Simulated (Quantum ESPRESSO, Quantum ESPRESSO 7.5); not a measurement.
# 2H-MoS2, 1 layer: a series in the share of short-range exact exchange

Wanted: a table for 2H-MoS2, 1 layer against the share of short-range exact exchange, and what can be fitted to it.

Main program and level: Quantum ESPRESSO 7.5; plane-wave DFT, PBE, SG15 norm-conserving pseudopotentials (geometry by pw.x at PBE, GBRV ultrasoft).

## (1) The structure

The cell holds 3 atoms: 2 S and 1 Mo. Cell: a = 3.180 Å, b = 3.180 Å, c = 18.263 Å, α = 90.0°, β = 90.0°, γ = 120.0°. It derives from MoS2. Vacuum lies along c.

Set-up: Cell and atoms are relaxed under PBE (GBRV files) and held. Screened hybrids with norm-conserving files, screening 0.106 per bohr, fixed occupations, a 9×9×1 mesh with exchange on 3×3×1 q points. Levels count from the potential in the middle of the vacuum.

Members 0.15, 0.2 and 0.25 took the same steps and show in the table alone.

## (2) Relaxing cell and ions of the reference

What the set-up leaves free in this member is relaxed.

File ref.relax.in:

```
&control
  prefix = 'ref.relax'
  outdir = './out'
  pseudo_dir = './pseudo'
  nstep = 80
  forc_conv_thr = 0.0004
  calculation = 'vc-relax'
  etot_conv_thr = 1e-06
/
&system
  ibrav = 0
  nat = 3
  ntyp = 2
  ecutwfc = 50
  ecutrho = 250
  occupations = 'smearing'
  smearing = 'fd'
  degauss = 0.004
/
&electrons
  conv_thr = 1e-09
  mixing_beta = 0.4
  electron_maxstep = 120
  mixing_mode = 'plain'
/
&ions
/
&cell
  cell_dofree = '2Dxy'
  press_conv_thr = 0.3
/
ATOMIC_SPECIES
  S   32.0600  s_pbe_v1.4.uspp.F.UPF
  Mo  95.9500  mo_pbe_v1.uspp.F.UPF
CELL_PARAMETERS angstrom
  3.18000000000000 0.00000000000000 0.00000000000000
  -1.59000000000000 2.75396078403451 0.00000000000000
  0.00000000000000 0.00000000000000 18.26259773799958
ATOMIC_POSITIONS crystal
  S   0.333333333300 0.666666666700 0.410675420200
  Mo  0.000000000000 0.000000000000 0.500000000000
  S   0.333333333300 0.666666666700 0.589324579800
K_POINTS automatic
  12 12 1 0 0 0
```

Started as:

```sh
$ OMP_NUM_THREADS=1 mpirun -n 4 pw.x -nk 4 -in ref.relax.in > ref.relax.out
```

Log:

```text
Program PWSCF v.7.5 starts
[citation notice left out]

     Parallel version (MPI & OpenMP), running on       4 processor cores
     Number of MPI processes:                 4
     Threads/MPI process:                     1

     MPI processes distributed on     1 nodes
[...]
Current dimensions of program PWSCF are:
     Max number of different atomic species (ntypx) = 10
     Max number of k-points (npk) =  40000
     Max angular momentum in pseudopotentials (lmaxx) =  4
     Message from routine setup:
     using ibrav=0 with symmetry is DISCOURAGED, use correct ibrav instead

     K-points division:     npool     =       4
     Subspace diagonalization in iterative solution of the eigenvalue problem:
     a serial algorithm will be used

     G-vector sticks info
     --------------------
     sticks:   dense  smooth     PW     G-vecs:    dense   smooth      PW
     Sum         625     499    151                71921    51749    8587

     Using Slab Decomposition

     bravais-lattice index     =            0
     lattice parameter (alat)  =       6.0093  a.u.
     unit-cell volume          =    1079.3046 (a.u.)^3
     number of atoms/cell      =            3
     number of atomic types    =            2
     number of electrons       =        26.00
     number of Kohn-Sham states=           17
     kinetic-energy cutoff     =      50.0000  Ry
     charge density cutoff     =     250.0000  Ry
     scf convergence threshold =      1.0E-09
     mixing beta               =       0.4000
     number of iterations used =            8  plain     mixing
     energy convergence thresh.=      1.0E-06
     force convergence thresh. =      4.0E-04
     press convergence thresh. =      3.0E-01
     Exchange-correlation= SLA  PW   PBE  PBE
                           (   1   4   3   4   0   0   0)
     nstep                     =           80

     celldm(1)=   6.009329  celldm(2)=   0.000000  celldm(3)=   0.000000
     celldm(4)=   0.000000  celldm(5)=   0.000000  celldm(6)=   0.000000

     crystal axes: (cart. coord. in units of alat)
               a(1) = (   1.000000   0.000000   0.000000 )
               a(2) = (  -0.500000   0.866025   0.000000 )
               a(3) = (   0.000000   0.000000   5.742955 )

     reciprocal axes: (cart. coord. in units 2 pi/alat)
               b(1) = (  1.000000  0.577350 -0.000000 )
               b(2) = (  0.000000  1.154701  0.000000 )
               b(3) = (  0.000000 -0.000000  0.174126 )

     PseudoPot. # 1 for S  read from file:
     ./pseudo/s_pbe_v1.4.uspp.F.UPF
     Pseudo is Ultrasoft + core correction, Zval =  6.0
     Generated by new atomic code, or converted to UPF format
     Using radial grid of  907 points,  6 beta functions with:
                l(1) =   0
                l(2) =   0
                l(3) =   1
                l(4) =   1
                l(5) =   2
                l(6) =   2
     Q(r) pseudized with  8 coefficients,  rinner =    1.300   1.300   1.300
                                                       1.300   1.300

     PseudoPot. # 2 for Mo read from file:
     ./pseudo/mo_pbe_v1.uspp.F.UPF
     Pseudo is Ultrasoft + core correction, Zval = 14.0
     Generated by new atomic code, or converted to UPF format
     Using radial grid of  889 points,  6 beta functions with:
                l(1) =   0
                l(2) =   0
                l(3) =   1
                l(4) =   1
                l(5) =   2
                l(6) =   2
     Q(r) pseudized with  6 coefficients,  rinner =    1.000   1.000   1.000
                                                       1.000   1.000

     atomic species   valence    mass     pseudopotential
     S                 6.00    32.06000     S ( 1.00)
     Mo               14.00    95.95000     Mo( 1.00)

     12 Sym. Ops. (no inversion) found

   Cartesian axes

     site n.     atom                  positions (alat units)
         1        S      tau(   1) = (  -0.0000000   0.5773503   2.3584906  )
         2        Mo     tau(   2) = (   0.0000000   0.0000000   2.8714776  )
         3        S      tau(   3) = (  -0.0000000   0.5773503   3.3844647  )

     number of k points=    19  Fermi-Dirac smearing, width (Ry)=  0.0040
                       cart. coord. in units 2pi/alat
        k(    1) = (   0.0000000   0.0000000   0.0000000), wk =   0.0138889
        k(    2) = (   0.0000000   0.0962250   0.0000000), wk =   0.0833333
        k(    3) = (   0.0000000   0.1924501   0.0000000), wk =   0.0833333
        k(    4) = (   0.0000000   0.2886751   0.0000000), wk =   0.0833333
        k(    5) = (   0.0000000   0.3849002   0.0000000), wk =   0.0833333
        k(    6) = (   0.0000000   0.4811252   0.0000000), wk =   0.0833333
        k(    7) = (   0.0000000  -0.5773503   0.0000000), wk =   0.0416667
        k(    8) = (   0.0833333   0.1443376   0.0000000), wk =   0.0833333
        k(    9) = (   0.0833333   0.2405626   0.0000000), wk =   0.1666667
        k(   10) = (   0.0833333   0.3367877   0.0000000), wk =   0.1666667
[...]
k(   19) = (   0.3333333   0.5773503   0.0000000), wk =   0.0277778

     Dense  grid:    71921 G-vectors     FFT dimensions: (  32,  32, 180)

     Smooth grid:    51749 G-vectors     FFT dimensions: (  27,  27, 160)

     Estimated max dynamical RAM per process >     120.58 MB

     Estimated total dynamical RAM >     429.63 MB

     Initial potential from superposition of free atoms

     starting charge      25.9989, renormalised to      26.0000

     negative rho (up, down):  2.307E-03 0.000E+00
     Starting wfcs are   21 randomized atomic wfcs

     total cpu time spent up to now is        4.0 secs

     per-process dynamical memory:    61.4 Mb

     Self-consistent Calculation

     iteration #  1     ecut=    50.00 Ry     beta= 0.40
     Davidson diagonalization with overlap
     ethr =  1.00E-02,  avg # of iterations =  2.0

     Threshold (ethr) on eigenvalues was too large:
     Diagonalizing with lowered threshold

     Davidson diagonalization with overlap
     ethr =  2.95E-04,  avg # of iterations =  2.7

     negative rho (up, down):  2.364E-03 0.000E+00

     total cpu time spent up to now is        6.6 secs

     total energy              =    -187.70912666 Ry
     estimated scf accuracy    <       0.10435767 Ry

     iteration #  2     ecut=    50.00 Ry     beta= 0.40
[...]
negative rho (up, down):  2.352E-03 0.000E+00

[...]
total energy              =    -187.71239290 Ry
     estimated scf accuracy    <       0.06305920 Ry

[...]
hartree contribution      =     489.58883915 Ry
     xc contribution           =     -36.26252493 Ry
     ewald contribution        =     336.31108330 Ry

     convergence has been achieved in   9 iterations

     negative rho (up, down):  2.325E-03 0.000E+00

     Forces acting on atoms (cartesian axes, Ry/au):

     atom    1 type  1   force =     0.00000000   -0.00000000    0.01031966
     atom    2 type  2   force =     0.00000000    0.00000000    0.00000000
     atom    3 type  1   force =     0.00000000    0.00000000   -0.01031966

     Total force =     0.014594     Total SCF correction =     0.000021

     Computing stress (Cartesian axis) and pressure

     negative rho (up, down):  2.325E-03 0.000E+00
          total   stress  (Ry/bohr**3)                   (kbar)     P=       -2.07
   0.00000792   0.00000000  -0.00000000            1.16        0.00       -0.00
  -0.00000000   0.00000792  -0.00000000           -0.00        1.16       -0.00
  -0.00000000  -0.00000000  -0.00005804           -0.00       -0.00       -8.54

     Energy error            =      2.0E-03 Ry
     Gradient error          =      1.0E-02 Ry/Bohr
     Cell gradient error     =      1.2E+00 kbar

     number of scf cycles    =   3
     number of bfgs steps    =   2

     enthalpy           old  =    -187.7303248168 Ry
     enthalpy           new  =    -187.7323184902 Ry

     CASE: enthalpy          _new < enthalpy          _old

     new trust radius        =       0.0266103789 bohr
     new conv_thr            =       0.0000000003 Ry

     new unit-cell volume =   1071.88594 a.u.^3 (   158.83711 Ang^3 )
     density =      1.67343 g/cm^3

CELL_PARAMETERS (angstrom)
   3.169052205  -0.000000000   0.000000000
  -1.584526103   2.744479716   0.000000000
   0.000000000   0.000000000  18.262597738

ATOMIC_POSITIONS (crystal)
S                0.3333333333        0.6666666667        0.4141764446
Mo              -0.0000000000       -0.0000000000        0.5000000000
S                0.3333333333        0.6666666667        0.5858235554

[...]
NEW-OLD atomic charge density approx. for the potential
     New effective cutoffs (rho, wfc):  251.51   50.34

     negative rho (up, down):  2.337E-03 0.000E+00

     total cpu time spent up to now is       56.9 secs

     per-process dynamical memory:    66.1 Mb

[...]
!    total energy              =    -187.73260074 Ry
[...]
Total force =     0.000413     Total SCF correction =     0.000015
[...]
number of bfgs steps    =   3
[...]
new trust radius        =       0.0043974762 bohr
[...]
!    total energy              =    -187.73263743 Ry
[...]
Total force =     0.000064     Total SCF correction =     0.000002
[...]
number of bfgs steps    =   4
[...]
WARNING: bfgs curvature condition failed, Theta= 0.954
     new trust radius        =       0.0048372238 bohr
[...]
!    total energy              =    -187.73267055 Ry
[...]
Total force =     0.000028     Total SCF correction =     0.000005
[...]
number of bfgs steps    =   5
[...]
new trust radius        =       0.0072558357 bohr
[...]
!    total energy              =    -187.73270651 Ry
[...]
Total force =     0.000013     Total SCF correction =     0.000005
[...]
number of bfgs steps    =   6
[...]
new trust radius        =       0.0108837535 bohr
[...]
!    total energy              =    -187.73272982 Ry
[...]
Total force =     0.000006     Total SCF correction =     0.000009
[...]
number of bfgs steps    =   7
[...]
new trust radius        =       0.0015136167 bohr
[...]
!    total energy              =    -187.73273016 Ry
[...]
Total force =     0.000002     Total SCF correction =     0.000003
[...]
Self-consistent Calculation

     iteration #  1     ecut=    50.00 Ry     beta= 0.40
     Davidson diagonalization with overlap
     ethr =  1.00E-06,  avg # of iterations = 12.3

     negative rho (up, down):  2.406E-03 0.000E+00

     total cpu time spent up to now is      175.2 secs

     total energy              =    -187.70987552 Ry
     estimated scf accuracy    <       0.12022556 Ry

[...]
iteration # 14     ecut=    50.00 Ry     beta= 0.40
[...]
negative rho (up, down):  2.403E-03 0.000E+00

[...]
End of self-consistent calculation

          k = 0.0000 0.0000 0.0000 (  6461 PWs)   bands (ev):

   -61.3995 -35.5310 -35.3264 -35.3264 -14.5859 -13.2809  -6.1035  -3.1114
    -3.1114  -2.2736  -2.0076  -2.0076  -0.5046   2.2545   2.2545   2.5038
     2.5038

          k = 0.0000 0.0961 0.0000 (  6447 PWs)   bands (ev):

   -61.3970 -35.5261 -35.3518 -35.3322 -14.4837 -13.2389  -5.9869  -3.3393
    -3.0047  -2.7648  -2.1702  -1.6732  -0.5564   2.1214   2.2267   2.3883
     2.4336

          k = 0.0000 0.1923 0.0000 (  6466 PWs)   bands (ev):

   -61.3902 -35.5125 -35.4207 -35.3480 -14.1933 -13.1197  -5.6934  -3.8624
    -3.4096  -2.7073  -2.5534  -1.5816  -0.7902   1.7956   2.0682   2.1193
     2.8445

          k = 0.0000 0.2884 0.0000 (  6436 PWs)   bands (ev):

   -61.3809 -35.5136 -35.4939 -35.3694 -13.7638 -12.9446  -5.4828  -4.3075
    -4.0641  -2.9831  -2.2899  -1.8237  -1.2196   1.6687   1.8516   2.3929
     3.2699

          k = 0.0000 0.3845 0.0000 (  6470 PWs)   bands (ev):

   -61.3715 -35.6052 -35.4752 -35.3907 -13.2825 -12.7523  -5.7270  -4.6681
    -4.3950  -3.3449  -2.1203  -1.8716  -1.4671   1.7070   1.8330   2.8816
     3.5796

          k = 0.0000 0.4807 0.0000 (  6468 PWs)   bands (ev):

   -61.3647 -35.6715 -35.4615 -35.4063 -12.8828 -12.5979  -6.0996  -5.1094
    -4.4861  -3.5798  -2.3087  -1.5807  -1.2979   1.7053   2.0983   3.2416
     3.7489

[...]
the Fermi energy is     0.3510 ev

!    total energy              =    -187.73273367 Ry
     estimated scf accuracy    <          2.4E-13 Ry
     smearing contrib. (-TS)   =      -0.00000000 Ry
     internal energy E=F+TS    =    -187.73273367 Ry

     The total energy is F=E-TS. E is the sum of the following terms:
     one-electron contribution =    -974.65615986 Ry
     hartree contribution      =     488.16373793 Ry
     xc contribution           =     -36.27145573 Ry
     ewald contribution        =     335.03114399 Ry

     convergence has been achieved in  14 iterations

     negative rho (up, down):  2.403E-03 0.000E+00

     Forces acting on atoms (cartesian axes, Ry/au):

     atom    1 type  1   force =     0.00000000    0.00000000    0.00000365
     atom    2 type  2   force =     0.00000000    0.00000000    0.00000000
     atom    3 type  1   force =     0.00000000    0.00000000   -0.00000365

     Total force =     0.000005     Total SCF correction =     0.000000

     Computing stress (Cartesian axis) and pressure

     negative rho (up, down):  2.403E-03 0.000E+00
          total   stress  (Ry/bohr**3)                   (kbar)     P=       -0.01
   0.00000005   0.00000000  -0.00000000            0.01        0.00       -0.00
   0.00000000   0.00000005  -0.00000000            0.00        0.01       -0.00
  -0.00000000  -0.00000000  -0.00000029           -0.00       -0.00       -0.04

[...]
=------------------------------------------------------------------------------=
   JOB DONE.
=------------------------------------------------------------------------------=
```

Wall time 3.3 min (4 MPI ranks of Intel Xeon at 2.70GHz, shared host); peak memory 0.63 GiB.

The steps of the relaxation:

```csv
step,energy less that of the first step (eV),largest force (eV/Å),volume (Å³)
1,0.0000,1.1535,159.94
2,-0.0482,0.7425,159.34
3,-0.0753,0.2653,158.85
4,-0.0792,0.0075,158.84
5,-0.0797,0.0012,159.05
6,-0.0801,0.0005,159.29
7,-0.0806,0.0002,159.64
8,-0.0809,0.0001,160.17
9,-0.0809,0.0000,160.24
10,-0.0810,0.0001,160.24
```

```
cell as run  before  after  change
      a (Å)   3.180  3.183  +0.1 %
      b (Å)   3.180  3.183  +0.1 %
```

The atoms that moved most (Å, along periodic axes as changes of fractional coordinates times the final cell, across vacuum about the mean position):

| atom | dx | dy | dz | length |
| --- | --- | --- | --- | --- |
| S1 | 0.000 | 0.000 | 0.069 | 0.069 |
| S3 | 0.000 | 0.000 | -0.069 | 0.069 |

Final coordinates:

```xyz
3
Lattice="3.1830 0.0000 0.0000 -1.5915 2.7566 0.0000 0.0000 0.0000 18.2626" Properties=species:S:1:pos:R:3
S     0.0000    1.8377    7.5690
Mo    0.0000    0.0000    9.1313
S     0.0000    1.8377   10.6936
```

 The last row is no step: it is a fresh SCF in the final cell with a new plane-wave basis, -0 meV from the row before.

Read from the output:

```
free energy  : -2554.2340 eV
Fermi energy : 0.351 eV
```

[end of part 1 of 3]

[Logs are printed without paths, hosts, clocks, repeated set-up lines and the standing remarks that a program may print on its own settings, such as how far it seeks lower states.]

[Hosts, paths, dates, database ids (printed as entryN), source tags and the programs' standing remarks are cut or masked in the printed files.]

[Maps of the electrostatic potential energy from Ansatz leave out the sawtooth potential of an applied field or a dipole correction, so their vacuum need not be flat; planar profiles and work functions include it.]
